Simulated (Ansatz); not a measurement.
## Sr: pressure against volume

Sr, Im-3m, a = 4.674 Å. This isn't the element's structure at ambient conditions. Ansatz: PBEsol, PAW, 420 eV, Γ-centred 12×12×12 mesh on 1 atom, Gaussian smearing 0.10 eV; no spin polarisation. Symmetry fixes shape and atoms, so the cell is only scaled; pressure is positive in compression.

| V (Å³/atom) | P (GPa) |
| --- | --- |
| 47.983 | 0.83 |
| 49.515 | 0.37 |
| 51.046 | -0.03 |
| 52.577 | -0.38 |
| 54.109 | ? |

Question: Take V0 = 51.046 Å³/atom, count pressures from its P0 = -0.03 GPa, fit the third-order Birch–Murnaghan form to the other rows, and predict the missing pressure.

Answer: With the Eulerian strain f = ½[(V0/V)^(2/3) − 1] and y = (P − P0)/[3f(1 + 2f)^(5/2)], the form is the line y = B0 + 1.5 B0 (B0′ − 4) f. Rows (f, y): 0.02106, 12.28; 0.01025, 12.36; -0.00975, 12.57. Means f = 0.007187, y = 12.403; Σ(Δf)² = 0.0004887, ΣΔfΔy = -0.004667; the slope is their ratio. y = 12.47 − 9.549 f GPa, so B0 = 12.5 GPa and B0′ = 4 + 2 × (-9.549)/(3 × 12.47) = 3.49. At V = 54.109, f = -0.01905, y = 12.652 and P = -0.69 GPa. The run gave -0.69 GPa, the same to the digits shown. The form still works here, 33 % of the fitted range beyond its end.